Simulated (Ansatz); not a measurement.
Crystal: Hf.

```
Hf
1.0
    -1.80500    1.80500    1.80500
     1.80500   -1.80500    1.80500
     1.80500    1.80500   -1.80500
Hf
1
Direct
  0.00000 0.00000 0.00000
```

This isn't the form of Hf at room conditions, which is hcp.

Below is the output of Ansatz 0.2.0 for this cell. Logs are shortened: lines on timing, memory, paths and dates and some standing lists are left out, and cuts for length are marked.

```text
Warning: RAYON_NUM_THREADS=2 ignored (pool sized by the plan → 2); use --threads N
scf.n_extra_bands = 6 over 26 filled bands (N_el = 26.0): the run solves 32 bands
Engine: ansatz 0.2.0, x86_64-unknown-linux-gnu
Pseudopotentials: kind: paw_fr
Pseudopotential: Hf, paw_fr, valence charge 26, recommended cutoff 420 eV (normal), Hf.paw.azcp#standard-fr
Functional definition: SPW92
  exchange = slater_x
  correlation = pw_c
non-collinear run that drives no moment, with spin-orbit: no starting moment large enough to seed its density (crystal.atoms[].spin), no starting occupations that ask for one, no magnetisation constraint and no magnetic field, so the semilocal B_xc is pinned to zero
Crystal: 1 atoms, lattice volume = 23.523 Å³
Basis set: ecut = 420 eV, 459 PW (Γ)
Bands: 32, of which v1, the nominal top of the filled ones, is band 26 counted from 1 (25 counted from 0)
Symmetry: 48 space group operations + 48 with time reversal
Magnetic group: BNS 229.141 (UNI 1643), of the structure as read, at distance tolerance 2.9e-5 Å
k-points: 20 of 343
Projection manifold: j_resolved (fully-relativistic pseudo-atomic orbitals)
Non-local potential: Hf, projectors of the file, l = 0: 3, l = 1: 4, l = 2: 4, l = 3: 6
PAW form: soft (Blöchl's): semilocal exchange-correlation on the pseudo side does not see the compensation charge
PAW frozen core: Hf, regenerated for the run's functional, and the local potential with it (the file was generated under x = pbe(κ = 0.804, μ = 0.2195149727645171), c = pbe(β = 0.06672455060314922))
PAW one-centre angular grid: Hf, 590 points (default); XC on 64 Gauss nodes
Initial density: superposition of atomic densities (chi_scale 0.1, normalization cell)
Initial wavefunctions: pseudopotential atomic-orbital guess
Functional: x = slater, c = lda
SCF iter   1: F=—  HF=-15494.494096 eV  |F-HF|=—  |Δ(HF+E_count)|=         —  Δρ=2.94e-2  dr2=2.81e-1  dr2_m=0.00e0 (ungated)  ethr=3.10e-3  |M|=0.00e0 ∫|m|=0.00e0 μB  |m|>n=0.0e0 m-floor=0.0e0 τ_xc=0.0e0  β_m=0.30  ⟨swp⟩=6.0  Hψ=1392  notcnv=0
[... 9 lines left out ...]
NSCF: frozen V_eff on 86 k-points
SCF converged after 7 iterations
Magnetization: |M| = 0.0000 μB,  M = (+0.0000, +0.0000, +0.0000) μB
Absolute magnetization: 0.0000 μB (∫|m|)
  site 0: m = (+0.0000, +0.0000, +0.0000) μB, |m| = 0.0000 μB  (R = 1.29 Å)
Free energy (F): -15494.380887 eV
Harris-Foulkes:  -15494.380887 eV  (|F-HF|=3.86e-9)
Internal energy: -15494.362698 eV  (E = F + TS)
E sigma→0 (E₀):  -15494.371793 eV
Entropy (-TS):   -0.018189 eV (-18.189 meV/atom)
Fermi energy:    18.143797 eV
--- Per-component energies (eV) ---
  E_band       = -3.654635
  E_kinetic    = 423.019659
  E_local      = -5216.751466  (includes V_loc(G=0)·N_el)
  E_nonlocal   = -1234.623646
  E_hartree    = 2437.040624
  E_xc         = -296.175216
  E_vxc        = -265.101907  (∫ρ·V_xc dr)
  E_paw        = -6702.842833  (= ΣΔE_a)
  E_vpaw       = 1415.728975  (= ΣTr[D̂ρ^β])
  E_aug_tail   = -0.000001  (compensation charges beyond the density's cutoff)
  E_ewald      = -4906.493341
  E_core_change = 2.463523  (= ΣΔE_core)
  E_smearing   = -0.018189  (= −TS)
  E_closure    = 0.000000  (closes the sum)
  Σ components = -15494.380887   (vs F -15494.380887, Δ=0.00e0)
--- Forces (eV/Å), atoms counted from 1 ---
  atom   1  Hf     0.00000000     0.00000000     0.00000000
  max |Σ_I F_I| component: 9.89e-29 eV/Å
--- Stress (GPa, compression-positive) ---
      -11.760531       0.000000       0.000000
        0.000000     -11.760531       0.000000
       -0.000000       0.000000     -11.760531
  P = ⅓ Tr σ = -11.7605 GPa (-117.605 kbar)
--- Band table (eV; the first three rows and the last of 20) ---
  k-point 0: bands = ["-43.4171", "-43.4171", "-17.5803", "-17.5803", "-9.6001", "-9.6001", "-9.6001", "-9.6001", "5.6324", "5.6324", "5.6345", "5.6345", "5.6345", "5.6345", "7.3636", "7.3636", "7.3636", "7.3636", "7.3955", "7.3955", "7.4071", "7.4071", "11.3391", "11.3391", "19.4264", "19.4264", "19.4264", "19.4264", "19.7644", "19.7644", "22.2362", "22.2362"]
  k-point 1: bands = ["-43.4068", "-43.4068", "-17.6161", "-17.6161", "-9.7263", "-9.7263", "-9.6249", "-9.6249", "5.6320", "5.6320", "5.6341", "5.6341", "5.6348", "5.6348", "7.3638", "7.3638", "7.3693", "7.3693", "7.3913", "7.3913", "7.4024", "7.4024", "12.0285", "12.0285", "19.0812", "19.0812", "19.2799", "19.2799", "20.2714", "20.2714", "21.7371", "21.7371"]
  k-point 2: bands = ["-43.3837", "-43.3837", "-17.6969", "-17.6969", "-9.9959", "-9.9959", "-9.6794", "-9.6794", "5.6316", "5.6316", "5.6336", "5.6336", "5.6357", "5.6357", "7.3651", "7.3651", "7.3776", "7.3776", "7.3878", "7.3878", "7.3944", "7.3944", "13.6813", "13.6813", "18.2914", "18.2914", "18.5067", "18.5067", "21.8013", "21.8013", "22.1511", "22.1511"]
  k-point 19: bands = ["-43.3248", "-43.3248", "-17.8710", "-17.8710", "-10.1893", "-10.1893", "-10.1689", "-10.1689", "5.6275", "5.6275", "5.6365", "5.6365", "5.6366", "5.6366", "7.3641", "7.3641", "7.3673", "7.3673", "7.3967", "7.3967", "7.3976", "7.3976", "15.9977", "15.9977", "16.0015", "16.0015", "22.2618", "22.2618", "22.9977", "22.9977", "23.9590", "23.9590"]
```

Write the input and the command behind it.

Band structure with LDA, spin-orbit coupling, no magnetisation. The files as run (others can give the same):

input.yaml
```yaml
crystal:
  lattice:
    - [-1.805, 1.805, 1.805]
    - [1.805, -1.805, 1.805]
    - [1.805, 1.805, -1.805]
  atoms:
    - { symbol: Hf, position: [0.0, 0.0, 0.0] }
hamiltonian:
  xc: lda
  pseudopotentials: { kind: paw_fr }
magnetization:
  noncollinear: true
  spin_orbit: true
kpoints:
  mp_grid: { grid: [7, 7, 7] }
  band_path:
    path:
      - [[0.0, 0.0, 0.0], [0.5, -0.5, 0.5], [0.0, 0.0, 0.5], [0.0, 0.0, 0.0], [0.25, 0.25, 0.25], [0.5, -0.5, 0.5]]
      - [[0.25, 0.25, 0.25], [0.0, 0.0, 0.5]]
    npoints: 14
scf:
  occupations: { method: fermi_dirac, width: 0.05 }
  n_extra_bands: 6
output:
  forces: true
  stress: true
  eigenvalues: true
  fatbands: false
```

Potentials or basis: Ansatz PAW.
Run with:
```bash
$ ansatz run input.yaml --threads 2 --pin off --max-ram 5632MiB --backend cpu --events-out ev --progress --plain --runs-dir out
```

Caveat: the PAW data sets come from PBE, with cores solved anew for the run's functional, which leaves a small shift of forces and pressure.
